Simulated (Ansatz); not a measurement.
## MoP under pressure

All numbers below come from DFT PBE, scalar-relativistic, plane waves, PAW (Ansatz). (420 eV cutoff, 18×18×14 k-mesh, Gaussian smearing of 0.10 eV, no spin polarisation)

Starting point, cell and atoms relaxed:

```yaml
crystal:
  lattice:
    - [3.24104, 0.00000, 0.00000]
    - [-1.62052, 2.80683, 0.00000]
    - [0.00000, 0.00000, 3.19523]
  atoms:
    - { symbol: Mo, position: [0.00000, 0.00000, 0.00000] }
    - { symbol: P, position: [0.33333, 0.66667, 0.50000] }
```

Cell and atoms are relaxed at each pressure within the symmetry of the start, at zero temperature, so transitions that lower the symmetry aren't seen. The k-mesh given is that at zero pressure and may differ at others. a, b and c are the lengths of the cell vectors above. ΔH is E + PV over the energy at zero pressure.

A cell with an odd number of electrons and no spin polarisation is a metal by construction and may be lower with spin.

```tsv
P (GPa)	V (Å³/atom)	V/V0	a (Å)	b (Å)	c (Å)	ΔH (eV/atom)
-1	14.60	1.005	3.247	3.247	3.198	-0.091
0	14.53	1.000	3.241	3.241	3.195	0.000
1	14.47	0.995	3.235	3.235	3.192	0.090
4	14.28	0.982	3.218	3.218	3.185	0.360
12	13.82	0.951	3.176	3.176	3.165	1.061
25	13.22	0.910	3.119	3.119	3.139	2.157
50	12.34	0.849	3.033	3.033	3.099	4.147
90	11.36	0.781	2.931	2.931	3.052	7.097
```